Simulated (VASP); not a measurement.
Set up this calculation in VASP 6.6.1, as the native input.

- Task: relaxation of cell and atoms
- Functional: PBEsol
- Potentials or basis: VASP PAW PBE potentials, release 64 (Mo_sv, S)
- Cutoff: 600 eV
- k mesh: 8 × 8 × 8
- Occupations: gaussian, width 0.02 eV
- Spin: no spin polarisation
- Ladder: gaps
- Further INCAR settings: ALGO = Fast; EDIFF = 1e-07; IBRION = 2; EDIFFG = -0.01; NSW = 60; ISIF = 3

The structure of MoS2 lies in POSCAR:

```
MoS2
1.0
    1.5800000000      0.9122134253      6.1500000000
   -1.5800000000      0.9122134253      6.1500000000
    0.0000000000     -1.8244268506      6.1500000000
Mo S
1 2
Direct
    0.0000000000      0.0000000000      0.0000000000
    0.4170000000      0.4170000000      0.4170000000
    0.2500000000      0.2500000000      0.2500000000
```

Measurements of this composition are mostly on another form, of space group No. 194.

One way to write it, as run:

INCAR

```
ALGO = Fast
EDIFF = 1E-7
EDIFFG = -0.01
ENCUT = 600
GGA = PS
IBRION = 2
ISIF = 3
ISMEAR = 0
LASPH = True
LCHARG = False
LREAL = False
LWAVE = False
NELM = 60
NSW = 60
PREC = Accurate
SIGMA = 0.02
```

KPOINTS

```
k-points
0
Gamma
  8 8 8
```

Potentials or basis: VASP PAW PBE potentials, release 64 (Mo_sv, S).

Launch:

```sh
$ cat potpaw_PBE.64/Mo_sv/POTCAR potpaw_PBE.64/S/POTCAR > POTCAR
$ mpirun -np 1 vasp_std > vasp.out
```

Results of the run:

```yaml
Relaxed_volume: 17.87 Å³/atom
Relaxed_cell: a = 6.522 Å, b = 6.522 Å, c = 6.522 Å, α = 27.89°, β = 27.89°, γ = 27.89°
Space_group_after_relaxing_to_0.05_Å: R3m (No. 160)
Energy_gained_by_relaxing: 2.0 meV/atom
Ionic_steps: 19
Pressure_after_relaxing: 0.0 GPa
Largest_force_after_relaxing: 0.005 eV/Å
Band_gap_on_the_k_mesh: 1.11 eV, indirect (least direct gap 2.10 eV)
```

Caveat: the PAW data sets were made with another functional, which shifts forces and pressure a little.

Wall time 30 min on 1 thread of Intel(R) Xeon(R) 6975P-C (Granite Rapids), with other jobs on the host, peak memory 0.44 GiB.
